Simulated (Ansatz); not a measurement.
**CuO under changes of volume**

One of the cells (12.473 Å³/atom); the others are scaled copies at fixed shape and fractional positions:

```
Cu O
1.0
     3.42205    0.00000    0.00000
     0.00000    3.42205    0.00000
     0.00000    0.00000    4.26046
Cu O
2 2
Cartesian
  0.0000 1.7110 0.0000
  1.7110 0.0000 2.1302
  0.0000 0.0000 1.0651
  0.0000 0.0000 3.1953
```

Measurements of this composition are mostly on another form, of space group No. 15.

* Program: Ansatz 0.2.0
* Functional: PBE
* Potentials or basis: Ansatz PAW
* Cutoff: 420 eV (not typed: the program's choice for these potentials)
* k mesh: 8 × 8 × 6
* Occupations: fermi-dirac, width 0.05 eV
* Spin: no spin polarisation

```csv
volume (Å³/atom),energy over the lowest point (meV/atom),pressure (GPa)
11.725,7.27,5.3
11.974,1.42,2.3
12.224,0.00,-0.4
12.473,2.55,-2.8
12.722,?,?
12.972,17.78,-6.8
13.221,29.79,-8.5
```

Question: What does the run at 12.722 Å³/atom give?

Answer: Energy over the lowest point 8.64 meV/atom; pressure -4.9 GPa.

Worked out: A Birch-Murnaghan fit of order 3 (a polynomial in V^(-2/3)) to the other rows has its minimum at 12.18 Å³/atom with B0 = V·E''(V) = 126 GPa and B' = 4.6 at fixed shape and positions, which overstates the stiffness. It gives 8.57 meV/atom at 12.722 Å³/atom, against the run's 8.64, and -dE/dV = -4.9 GPa, against -4.9.

Energies are extrapolated to zero smearing.

Caveats: the run has no spin polarisation, though such a crystal can be magnetic.
